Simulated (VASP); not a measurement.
Here is a VASP 6.6.1 calculation.

File INCAR:

```
ALGO     = Normal         # electronic algorithm
EDIFF    = 1E-6           # SCF threshold, eV
EDIFFG   = -0.01          # ionic threshold
ENCUT    = 600            # plane-wave cutoff, eV
GGA      = PE             # functional
IBRION   = 2              # ionic algorithm
ISIF     = 3              # what is computed and relaxed
ISMEAR   = 0              # smearing method
LASPH    = T              # aspherical terms in the spheres
LCHARG   = F              # write CHGCAR
LREAL    = F              # projectors in reciprocal space
LWAVE    = F              # write WAVECAR
NELM     = 80             # most SCF steps
NSW      = 90             # ionic steps
PREC     = Accurate       # precision mode
SIGMA    = 0.03           # smearing width, eV
```

Contents of KPOINTS:

```
k-points
0
Gamma
  10 10 10
```

File POSCAR:

```
HfO2
1.0
    0.0000000000      2.5575000000      2.5575000000
    2.5575000000      0.0000000000      2.5575000000
    2.5575000000      2.5575000000      0.0000000000
Hf O
1 2
Direct
    0.0000000000      0.0000000000      0.0000000000
    0.2500000000      0.2500000000      0.2500000000
    0.7500000000      0.7500000000      0.7500000000
```

Potentials or basis: VASP PAW PBE potentials, release 64 (Hf_pv, O).

The run is started by

```console
$ cat potpaw_PBE.64/Hf_pv/POTCAR potpaw_PBE.64/O/POTCAR > POTCAR
$ mpirun -np 1 vasp_std > vasp.out
```

**Question.** Estimate the relaxed volume.

**Answer.** 10.87 Å³/atom.

**Question.** Estimate the space group after relaxing (to 0.05 Å).

**Answer.** Fm-3m (No. 225).

**Question.** Predict the band gap on the k mesh.

**Answer.** 3.80 eV, direct.

Final structure:
```xyz
3
Lattice="0.0000 2.5355 2.5355 2.5355 0.0000 2.5355 2.5355 2.5355 0.0000" Properties=species:S:1:pos:R:3 pbc="T T T"
Hf    0.0000    0.0000    0.0000
O     1.2677    1.2677    1.2677
O     3.8032    3.8032    3.8032
```

Caveat: spin-orbit coupling is left out, which moves the levels of the heavy elements. A k mesh can miss the band edges.
